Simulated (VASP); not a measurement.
GeSe:

```xyz
8
Lattice="10.7900 0.0000 0.0000 0.0000 3.8200 0.0000 0.0000 0.0000 4.3800" Properties=species:S:1:pos:R:3 pbc="T T T"
Ge    1.3056    2.8650    3.9157
Ge    6.7006    2.8650    2.6543
Ge    4.0894    0.9550    1.7257
Ge    9.4844    0.9550    0.4643
Se    9.1931    2.8650    2.1769
Se    3.7981    2.8650    0.0131
Se    6.9919    0.9550    4.3669
Se    1.5969    0.9550    2.2031
```

- Program: VASP 6.6.1
- Task: relaxation of cell and atoms
- Functional: PBE
- Dispersion: D3(BJ)
- Potentials or basis: VASP PAW PBE potentials, release 64 (Ge_d, Se)
- Cutoff: 600 eV
- k mesh: 4 × 8 × 6
- Occupations: gaussian, width 0.03 eV
- Spin: no spin polarisation

At the start: pressure 3.3 GPa; volume 22.57 Å³/atom.

Task: How do energy, volume and symmetry change on relaxing?

Result: Over 25 steps the energy falls by 11.7 meV/atom and the volume is 23.52 Å³/atom (+4.2 %); space group Pnma (No. 62, to 0.05 Å).

Step by step:
```tsv
step	energy change (eV)	largest force (eV/Å)	pressure (GPa)	volume (Å³)
1	0.0000	0.2543	3.31	180.53
2	-0.0416	0.2877	-2.39	193.00
3	-0.0841	0.1310	-0.08	187.88
4	-0.0841	0.1262	-0.02	187.73
5	-0.0878	0.0880	0.00	187.88
6	-0.0900	0.0458	0.02	188.07
7	-0.0901	0.0431	0.06	188.10
8	-0.0912	0.0347	-0.05	188.44
9	-0.0912	0.0360	-0.21	188.86
10	-0.0914	0.0347	-0.19	188.67
11	-0.0920	0.0429	0.00	188.33
12	-0.0921	0.0472	0.14	188.14
13	-0.0926	0.0377	0.09	188.16
14	-0.0932	0.0185	0.04	188.20
15	-0.0934	0.0170	-0.06	188.33
16	-0.0934	0.0168	-0.04	188.37
17	-0.0934	0.0168	-0.09	188.43
18	-0.0935	0.0168	-0.04	188.34
19	-0.0936	0.0184	0.02	188.17
20	-0.0936	0.0183	0.11	188.14
21	-0.0936	0.0183	-0.02	188.16
22	-0.0936	0.0183	0.06	188.15
23	-0.0937	0.0132	0.01	188.18
24	-0.0937	0.0124	-0.02	188.22
25	-0.0938	0.0096	0.01	188.18
```

Final structure:
```cif
data_structure
_symmetry_space_group_name_H-M 'P 1'
_symmetry_Int_Tables_number 1
_cell_length_a 10.9597
_cell_length_b 3.8818
_cell_length_c 4.4232
_cell_angle_alpha 90.000
_cell_angle_beta 90.000
_cell_angle_gamma 90.000
_cell_volume 188.18
loop_
_atom_site_label
_atom_site_type_symbol
_atom_site_fract_x
_atom_site_fract_y
_atom_site_fract_z
_atom_site_occupancy
Ge1 Ge 0.12293 0.75000 0.89010 1
Ge2 Ge 0.62293 0.75000 0.60990 1
Ge3 Ge 0.37707 0.25000 0.39010 1
Ge4 Ge 0.87707 0.25000 0.10990 1
Se1 Se 0.85450 0.75000 0.49865 1
Se2 Se 0.35450 0.75000 0.00135 1
Se3 Se 0.64550 0.25000 0.99865 1
Se4 Se 0.14550 0.25000 0.50135 1
```
